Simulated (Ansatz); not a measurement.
## A defect in a wire: Al wire of staggered 3-rings, Co in place of one Al

What does the defect do to the conductance?

Calculated with Ansatz 0.2.0; DFT PBE, plane waves, PAW; relaxation of a wire's period, in the first sound run; inputs show where later runs differ.

**1. Set-up**

The cell holds 6 atoms: 6 Al. Cell: a = 10.033 Å, b = 9.600 Å, c = 4.685 Å, α = 90.0°, β = 90.0°, γ = 90.0°. Vacuum lies along a and b. The structure's axis is c.

**2. The relaxed wire**

Band widths follow the bond lengths, so the wire is relaxed first. The atoms and the third cell vector are free; the box across stays fixed as vacuum. A Fermi-Dirac smearing is set since the result may be a metal. The pressure printed is a third of the stress's trace over the whole box, vacuum included; only the stress along the axis is relaxed.

The input, input.yaml:

```yaml
crystal:
  lattice:
    - [10.033, 0.0, 0.0]
    - [0.0, 9.6, 0.0]
    - [0.0, 0.0, 4.6850066894]
  atoms:
    - { symbol: Al, position: [0.419432704, 0.645789288, 0.0] }
    - { symbol: Al, position: [0.419432704, 0.354166667, 0.0] }
    - { symbol: Al, position: [0.661085743, 0.499977978, 0.0] }
    - { symbol: Al, position: [0.33888169, 0.499977978, 0.5] }
    - { symbol: Al, position: [0.58053473, 0.645789288, 0.5] }
    - { symbol: Al, position: [0.58053473, 0.354166667, 0.5] }
kpoints:
  mp_grid: { grid: [1, 1, 18] }
scf:
  occupations: { method: fermi_dirac, width: 0.05 }
hamiltonian:
  xc: pbe
relax:
  cell: { fix: [a, b, alpha, beta, gamma] }
  max_steps: 60
```

The run is started by

```sh
$ ansatz run input.yaml --threads 4 --pin off --max-ram 16384MiB --backend cpu --events-out ev --progress --plain --runs-dir out
```

Numbers of over 12 decimals in the logs are rounded to 6 here.

What it wrote:

```text
Engine: ansatz 0.2.0, aarch64-unknown-linux-gnu
Pseudopotentials: kind: paw
Pseudopotential: Al, paw, valence charge 3, recommended cutoff 420 eV (normal), Al.paw.azcp
Functional definition: PBE
  parameter kappa = 0.804
  parameter beta = 0.066725
  exchange = pbe_x(kappa = kappa, mu = beta*pi^2/3)
  correlation = pbe_c(beta = beta)
Crystal: 6 atoms, lattice volume = 451.245 Å³
Basis set: ecut = 420 eV, 8795 PW (Γ), exchange–correlation on 144×144×64 points (8 copies of the dense FFT grid, shifted against one another)
Bands: 15, of which v1, the nominal top of the filled ones, is band 9 counted from 1 (8 counted from 0)
Symmetry: 8 space group operations
Space group: Pmma (ITA 51), of the structure as read, at distance tolerance 7.7e-5 Å
k-points: 10 of 18
Non-local potential: Al, projectors of the file, l = 0: 2, l = 1: 2, l = 2: 1
PAW form: soft (Blöchl's): semilocal exchange-correlation on the pseudo side does not see the compensation charge
PAW one-centre angular grid: Al, 110 points (default); XC on 64 Gauss nodes
Initial density: superposition of atomic densities (neutral atoms: chi_scale 0, normalization atom), corrected by the library's trained network
Initial wavefunctions: pseudopotential atomic-orbital guess
Functional: x = pbe(κ = 0.804, μ = 0.219515), c = pbe(β = 0.066725)
SCF iter   1: F=—  HF=-3220.038030 eV  |F-HF|=—  |Δ(HF+E_count)|=         —  Δρ=1.27e-3  dr2=1.56e-2  ethr=1.77e-3  ⟨swp⟩=9.3  Hψ=1171  notcnv=0
preconditioner: auto → LDOS  [insulator: Δε(μ)=0.209 eV  Ē_g=5.066 eV  σ=0.050 eV  W_gap=0.78  n_scr=30 (ndim 8)  ℏωp=7.4 eV  f_vac=0.424  D(μ)=1.47/eV (n_scr^D=4)  ε∞_Penn≈3.1  β→1.0]
SCF iter   2: F=—  HF=-3220.039018 eV  |F-HF|=—  |Δ(HF+E_count)|=   9.88e-4  Δρ=4.49e-4  dr2=2.81e-3  ethr=8.64e-5  ⟨swp⟩=2.0  Hψ=376  notcnv=0  defer=4
SCF iter   3: F=—  HF=-3220.038897 eV  |F-HF|=—  |Δ(HF+E_count)|=   1.21e-4  Δρ=1.49e-4  dr2=3.80e-4  ethr=1.56e-5  ⟨swp⟩=2.2  Hψ=233  notcnv=0  defer=4
SCF iter   4: F=—  HF=-3220.038865 eV  |F-HF|=—  |Δ(HF+E_count)|=   3.27e-5  Δρ=3.27e-5  dr2=1.22e-5  ethr=2.11e-6  ⟨swp⟩=2.2  Hψ=222  notcnv=0  defer=4
SCF iter   5: F=—  HF=-3220.038953 eV  |F-HF|=—  |Δ(HF+E_count)|=   8.87e-5  Δρ=6.19e-6  dr2=5.33e-7  ethr=6.77e-8  ⟨swp⟩=2.2  Hψ=248  notcnv=0  defer=4
SCF iter   6: F=-3220.038953 eV  HF=-3220.038953 eV  |F-HF|=3.17e-10  |Δ(HF+E_count)|=   9.71e-8  Δρ=6.69e-7  dr2=4.60e-9  ethr=5.56e-10  ⟨swp⟩=5.1  Hψ=564  notcnv=0
SCF 1 converged in 6 iterations: F = -3220.038953 eV  dr2 = 4.60e-9
  greatest PAW one-centre occupation: 0.497 electrons in one spin orbital (limit 2), on the Al atom at site 5 (counted from 0), in its partial waves of l = 0
relax step   1: F+E_penalty+E_count = -3220.03895343 eV  Δ(F+E_penalty+E_count) = +0.000e0 eV  max|allowed force component| = 4.769e-2 eV/Å  Δτ_max = 0.0000 Å  P = -1.232 GPa  Ω = 451.245 Å³  fix = [a, b, alpha, beta, gamma]  reactions: a -0.248, b -0.278 GPa  (6 SCF iters, dr2 threshold 1.00e-7 eV, accepted)
Crystal: 6 atoms, lattice volume = 429.221 Å³
Basis set: ecut = 420 eV, 8415 PW (Γ), exchange–correlation on 144×144×64 points (8 copies of the dense FFT grid, shifted against one another)
Initial density: handed on by an earlier stage of this run
Initial wavefunctions: those handed on with the density
iter 1 solved again at ethr=5.34e-4 eV; its pass at ethr=3.10e-3 eV (dr2=9.61e-2 eV) is discarded
SCF iter   1: F=—  HF=-3220.352454 eV  |F-HF|=—  |Δ(HF+E_count)|=         —  Δρ=2.12e-3  dr2=1.02e-1  ethr=5.34e-4  ⟨swp⟩=1.2  Hψ=1187  notcnv=0
preconditioner: auto → LDOS  [insulator: Δε(μ)=0.122 eV  Ē_g=5.240 eV  σ=0.050 eV  W_gap=0.54  n_scr=30 (ndim 8)  ℏωp=7.6 eV  f_vac=0.423  D(μ)=2.64/eV (n_scr^D=8)  ε∞_Penn≈3.1  β→1.0]
SCF iter   2: F=—  HF=-3220.332847 eV  |F-HF|=—  |Δ(HF+E_count)|=   1.96e-2  Δρ=1.68e-3  dr2=4.93e-2  ethr=5.34e-4  ⟨swp⟩=3.0  Hψ=297  notcnv=0
SCF iter   3: F=—  HF=-3220.326801 eV  |F-HF|=—  |Δ(HF+E_count)|=   6.05e-3  Δρ=2.18e-4  dr2=1.06e-3  ethr=2.74e-4  ⟨swp⟩=2.2  Hψ=270  notcnv=0
SCF iter   4: F=—  HF=-3220.326616 eV  |F-HF|=—  |Δ(HF+E_count)|=   1.85e-4  Δρ=4.63e-5  dr2=1.63e-5  ethr=5.87e-6  ⟨swp⟩=2.1  Hψ=317  notcnv=0
SCF iter   5: F=—  HF=-3220.326796 eV  |F-HF|=—  |Δ(HF+E_count)|=   1.80e-4  Δρ=7.47e-6  dr2=2.41e-7  ethr=3.33e-9  ⟨swp⟩=4.7  Hψ=741  notcnv=0
SCF iter   6: F=-3220.326796 eV  HF=-3220.326796 eV  |F-HF|=5.07e-9  |Δ(HF+E_count)|=   3.49e-7  Δρ=1.42e-6  dr2=1.49e-8  ethr=1.34e-9  ⟨swp⟩=2.9  Hψ=568  notcnv=0
SCF 2 converged in 6 iterations: F = -3220.326796 eV  dr2 = 1.49e-8
relax step   2: F+E_penalty+E_count = -3220.32679595 eV  Δ(F+E_penalty+E_count) = -2.878e-1 eV  max|allowed force component| = 3.876e-2 eV/Å  Δτ_max = 0.0104 Å  P = -0.612 GPa  Ω = 429.221 Å³  energy of the carried Pulay correction = +1.767e-3 eV  fix = [a, b, alpha, beta, gamma]  reactions: a -0.235, b -0.311 GPa  (6 SCF iters, dr2 threshold 6.00e-7 eV, accepted)
Crystal: 6 atoms, lattice volume = 414.317 Å³
Basis set: ecut = 420 eV, 8063 PW (Γ), exchange–correlation on 144×144×64 points (8 copies of the dense FFT grid, shifted against one another)
iter 1 solved again at ethr=2.37e-4 eV; its pass at ethr=3.10e-3 eV (dr2=4.27e-2 eV) is discarded
SCF iter   1: F=—  HF=-3220.406482 eV  |F-HF|=—  |Δ(HF+E_count)|=         —  Δρ=1.48e-3  dr2=4.40e-2  ethr=2.37e-4  ⟨swp⟩=1.4  Hψ=1194  notcnv=0
preconditioner: auto → LDOS  [metal: Δε(μ)=0.038 eV  Ē_g=5.342 eV  σ=0.050 eV  W_gap=0.19  n_scr=30 (ndim 8)  ℏωp=7.7 eV  f_vac=0.430  D(μ)=4.11/eV (n_scr^D=12)  β→1.0]
SCF iter   2: F=—  HF=-3220.393804 eV  |F-HF|=—  |Δ(HF+E_count)|=   1.27e-2  Δρ=9.52e-4  dr2=8.77e-3  ethr=2.37e-4  ⟨swp⟩=2.6  Hψ=278  notcnv=0
SCF iter   3: F=—  HF=-3220.394292 eV  |F-HF|=—  |Δ(HF+E_count)|=   4.88e-4  Δρ=1.60e-4  dr2=7.20e-4  ethr=4.87e-5  ⟨swp⟩=2.1  Hψ=285  notcnv=0
SCF iter   4: F=—  HF=-3220.394188 eV  |F-HF|=—  |Δ(HF+E_count)|=   1.04e-4  Δρ=3.74e-5  dr2=2.22e-5  ethr=4.00e-6  ⟨swp⟩=2.1  Hψ=230  notcnv=0
SCF iter   5: F=—  HF=-3220.394277 eV  |F-HF|=—  |Δ(HF+E_count)|=   8.89e-5  Δρ=6.39e-6  dr2=5.68e-7  ethr=3.33e-9  ⟨swp⟩=4.5  Hψ=729  notcnv=0
SCF iter   6: F=-3220.394277 eV  HF=-3220.394277 eV  |F-HF|=3.71e-9  |Δ(HF+E_count)|=   1.17e-7  Δρ=1.55e-6  dr2=1.78e-8  ethr=3.15e-9  ⟨swp⟩=3.1  Hψ=594  notcnv=0
SCF 3 converged in 6 iterations: F = -3220.394277 eV  dr2 = 1.78e-8
relax step   3: F+E_penalty+E_count = -3220.39427737 eV  Δ(F+E_penalty+E_count) = -6.748e-2 eV  max|allowed force component| = 1.547e-1 eV/Å  Δτ_max = 0.0080 Å  P = +0.108 GPa  Ω = 414.317 Å³  energy of the carried Pulay correction = +3.014e-3 eV  fix = [a, b, alpha, beta, gamma]  reactions: a +0.120, b +0.081 GPa  (6 SCF iters, dr2 threshold 6.00e-7 eV, accepted)
[...]
relax step   4: F+E_penalty+E_count = -3220.39042640 eV  Δ(F+E_penalty+E_count) = +3.851e-3 eV  max|allowed force component| = 8.093e-2 eV/Å  Δτ_max = 0.0519 Å  P = -0.200 GPa  Ω = 408.765 Å³  energy of the carried Pulay correction = +3.489e-3 eV  fix = [a, b, alpha, beta, gamma]  (5 SCF iters, dr2 threshold 6.00e-7 eV, rejected (line search))
[...]
relax step   5: F+E_penalty+E_count = -3220.40403563 eV  Δ(F+E_penalty+E_count) = -9.758e-3 eV  max|allowed force component| = 9.147e-3 eV/Å  Δτ_max = 0.0242 Å  P = -0.106 GPa  Ω = 413.156 Å³  energy of the carried Pulay correction = +3.113e-3 eV  fix = [a, b, alpha, beta, gamma]  reactions: a -0.188, b -0.242 GPa  (8 SCF iters, accepted)
[...]
relax step   6: F+E_penalty+E_count = -3220.40372971 eV  Δ(F+E_penalty+E_count) = +3.059e-4 eV  max|allowed force component| = 3.110e-2 eV/Å  Δτ_max = 0.0133 Å  P = -0.128 GPa  Ω = 414.487 Å³  energy of the carried Pulay correction = +2.999e-3 eV  fix = [a, b, alpha, beta, gamma]  (6 SCF iters, dr2 threshold 3.03e-8 eV, rejected (line search))
[...]
relax step   7: F+E_penalty+E_count = -3220.40436421 eV  Δ(F+E_penalty+E_count) = -3.286e-4 eV  max|allowed force component| = 3.761e-3 eV/Å  Δτ_max = 0.0029 Å  P = -0.135 GPa  Ω = 413.892 Å³  energy of the carried Pulay correction = +3.050e-3 eV  fix = [a, b, alpha, beta, gamma]  reactions: a -0.182, b -0.248 GPa  (7 SCF iters, accepted)
Basis set: ecut = 420 eV, 8063 PW (Γ), exchange–correlation on 144×144×60 points (8 copies of the dense FFT grid, shifted against one another)
Initial wavefunctions: pseudopotential atomic-orbital guess (no wavefunctions were taken with the density)
iter 1 solved again at ethr=1.06e-6 eV; its pass at ethr=3.10e-3 eV (dr2=1.91e-4 eV) is discarded
SCF iter   1: F=—  HF=-3220.402821 eV  |F-HF|=—  |Δ(HF+E_count)|=         —  Δρ=2.39e-5  dr2=2.20e-7  ethr=1.06e-6  ⟨swp⟩=3.5  Hψ=1561  notcnv=0
eigensolver tolerance schedule: the retry pair's looser diagonalisation over-reported the residual by 867.17 of it (diagonalisation noise at 0.42 of the residual, at the tolerance the schedule requests for it); recorded, not acted on — ethr = c·dr2/N_el stays at c = 1.0e-1
preconditioner: auto → LDOS  [metal: Δε(μ)=0.028 eV  Ē_g=5.244 eV  σ=0.050 eV  W_gap=0.14  n_scr=30 (ndim 8)  ℏωp=7.7 eV  f_vac=0.429  D(μ)=5.24/eV (n_scr^D=22)  β→1.0]
SCF iter   2: F=—  HF=-3220.402954 eV  |F-HF|=—  |Δ(HF+E_count)|=   1.33e-4  Δρ=1.41e-6  dr2=9.66e-9  ethr=1.22e-9  ⟨swp⟩=3.0  Hψ=326  notcnv=0
SCF iter   3: F=—  HF=-3220.402954 eV  |F-HF|=—  |Δ(HF+E_count)|=   6.07e-9  Δρ=3.66e-7  dr2=1.26e-9  ethr=5.36e-11  ⟨swp⟩=2.2  Hψ=243  notcnv=0
SCF iter   4: F=—  HF=-3220.402954 eV  |F-HF|=—  |Δ(HF+E_count)|=  1.70e-10  Δρ=9.33e-8  dr2=1.03e-10  ethr=7.00e-12  ⟨swp⟩=2.5  Hψ=241  notcnv=0
SCF iter   5: F=-3220.402954 eV  HF=-3220.402954 eV  |F-HF|=1.82e-12  |Δ(HF+E_count)|=  1.32e-11  Δρ=3.16e-8  dr2=9.38e-12  ethr=1.00e-12  ⟨swp⟩=5.0  Hψ=527  notcnv=0
SCF 8 converged in 5 iterations: F = -3220.402954 eV  dr2 = 9.38e-12
relax step   8: F+E_penalty+E_count = -3220.40295397 eV  Δ(F+E_penalty+E_count) = +1.410e-3 eV  max|allowed force component| = 3.780e-3 eV/Å  Δτ_max = 0.0000 Å  P = -0.142 GPa  Ω = 413.892 Å³  fix = [a, b, alpha, beta, gamma]  reactions: a -0.187, b -0.253 GPa  stress off target by 1.32e-2 GPa on what of the cell is left free  SCF on the basis re-selected at this cell (its energy is not comparable with the rows above)  (5 SCF iters)
basis re-selected at this cell: Δ(F+E_penalty+E_count) = +1.410e-3 eV, ΔP = -0.007 GPa vs the last step (what re-selecting the basis moved, of the pressure what is left beyond the Pulay correction that the steps carried, after the strain that the cell walked since its last selection, with what the two solves' SCF thresholds leave and, on support functions, any second-order correction that the steps lacked; it is no measure of the basis error at this ecutwfc). The dense FFT grid was sized anew with the basis: this SCF ran on 72×72×30 points, the steps before it on 72×72×32, so part of this shift can come from that change (see relax.cell in the input reference). [rest of the remark cut]
SCF converged after 5 iterations
Free energy (F): -3220.402954 eV
Harris-Foulkes:  -3220.402954 eV  (|F-HF|=1.82e-12)
Internal energy: -3220.365702 eV  (E = F + TS)
E sigma→0 (E₀):  -3220.384328 eV
Entropy (-TS):   -0.037252 eV (-6.209 meV/atom)
Fermi energy:    -1.208228 eV
--- Per-component energies (eV) ---
  E_band       = -84.481265
  E_kinetic    = 120.411410
  E_local      = -765.155043  (includes V_loc(G=0)·N_el)
  E_nonlocal   = 66.364626
  E_hartree    = 337.781324
  E_xc         = -228.061693
  E_vxc        = -159.525189  (∫ρ·V_xc dr)
  E_paw        = -2804.065947  (= ΣΔE_a)
  E_vpaw       = -22.139638  (= ΣTr[D̂ρ^β])
  E_aug_tail   = -0.000012  (compensation charges beyond the density's cutoff)
  E_ewald      = 52.359634
  E_smearing   = -0.037252  (= −TS)
  E_closure    = -0.000000  (closes the sum)
  Σ components = -3220.402954   (vs F -3220.402954, Δ=0.00e0)
--- Forces (eV/Å), atoms counted from 1 ---
  atom   1  Al     0.00377968    -0.00086562     0.00000000
  atom   2  Al     0.00377968     0.00086562     0.00000000
  atom   3  Al    -0.00369667     0.00000000     0.00000000
  atom   4  Al     0.00369667     0.00000000     0.00000000
  atom   5  Al    -0.00377968    -0.00086562     0.00000000
  atom   6  Al    -0.00377968     0.00086562     0.00000000
  max |Σ_I F_I| component: 0.00e0 eV/Å
--- Stress (GPa, compression-positive) ---
       -0.186935       0.000000       0.000000
        0.000000      -0.253076       0.000000
        0.000000       0.000000       0.013158
  P = ⅓ Tr σ = -0.1423 GPa (-1.423 kbar)
--- Relaxed structure (7 steps of the walk, 5 accepted, 1 SCFs on fresh bases) ---
  F+E_penalty+E_count = -3220.40295397 eV   max|allowed force component| = 3.780e-3 eV/Å   (the final SCF, on the basis selected at the relaxed cell)
  cell:  # Å, volume = 413.8923 Å³
    - [10.033, 0.0, 0.0]
    - [0.0, 9.6, 0.0]
    - [0.0, 0.0, 4.297198]
  atoms:
    - { symbol: Al, position: [0.418532, 0.648345, 0.0] }
    - { symbol: Al, position: [0.418532, 0.351611, 0.0] }
    - { symbol: Al, position: [0.663899, 0.499978, 0.0] }
    - { symbol: Al, position: [0.336069, 0.499978, 0.5] }
    - { symbol: Al, position: [0.581436, 0.648345, 0.5] }
    - { symbol: Al, position: [0.581436, 0.351611, 0.5] }
```

Wall time 10 s (4 threads of Arm Neoverse V1, shared host); peak memory 0.64 GiB.

Relaxation path:

| step | energy less that of the first step (eV) | largest force component (eV/Å) | pressure (GPa) | volume (Å³) |
| --- | --- | --- | --- | --- |
| 1 | 0.0000 | 0.0477 | -1.23 | 451.24 |
| 2 | -0.2878 | 0.0388 | -0.61 | 429.22 |
| 3 | -0.3553 | 0.1547 | 0.11 | 414.32 |
| 4 | -0.3515 | 0.0809 | -0.20 | 408.77 |
| 5 | -0.3651 | 0.0091 | -0.11 | 413.16 |
| 6 | -0.3648 | 0.0311 | -0.13 | 414.49 |
| 7 | -0.3654 | 0.0038 | -0.14 | 413.89 |
| 8* | -0.3640 | 0.0038 | -0.14 | 413.89 |

Relaxation steps marked * repeat the geometry before them on a plane-wave basis chosen anew for their cell, so energy and pressure can jump there. Relaxation steps 4, 6 were tried and not accepted.

The run keeps the 8 symmetry operations that it works with, so distortions that break them were not tested.

| cell as run | before | after | change |
| --- | --- | --- | --- |
| c (Å) | 4.685 | 4.297 | -8.3 % |

The atoms that moved most (Å, along periodic axes as changes of fractional coordinates times the final cell, across vacuum about the mean position):

| atom | dx | dy | dz | length |
| --- | --- | --- | --- | --- |
| Al3 | 0.028 | 0.000 | 0.000 | 0.028 |
| Al4 | -0.028 | 0.000 | 0.000 | 0.028 |
| Al1 | -0.009 | 0.025 | 0.000 | 0.026 |
| Al5 | 0.009 | 0.025 | 0.000 | 0.026 |
| Al2 | -0.009 | -0.025 | 0.000 | 0.026 |
| Al6 | 0.009 | -0.025 | 0.000 | 0.026 |

Final coordinates:

```xyz
6
Lattice="10.0330 0.0000 0.0000 0.0000 9.6000 0.0000 0.0000 0.0000 4.2972" Properties=species:S:1:pos:R:3
Al    4.1991    6.2241    0.0000
Al    4.1991    3.3755    0.0000
Al    6.6609    4.7998    0.0000
Al    3.3718    4.7998    2.1486
Al    5.8335    6.2241    2.1486
Al    5.8335    3.3755    2.1486
```

Numbers from this step:

```
energy at zero smearing    : -3220.3843 eV
cell length along the wire : 4.297 Å
```

The cell's length comes to 4.297 Å with spin left out.

[end of part 1 of 4]

[Logs are printed without paths, hosts, clocks, repeated set-up lines and the standing remarks that a program may print on its own settings, such as how far it seeks lower states.]

[Hosts, paths, dates, database ids (printed as entryN), source tags and the programs' standing remarks are cut or masked in the printed files.]
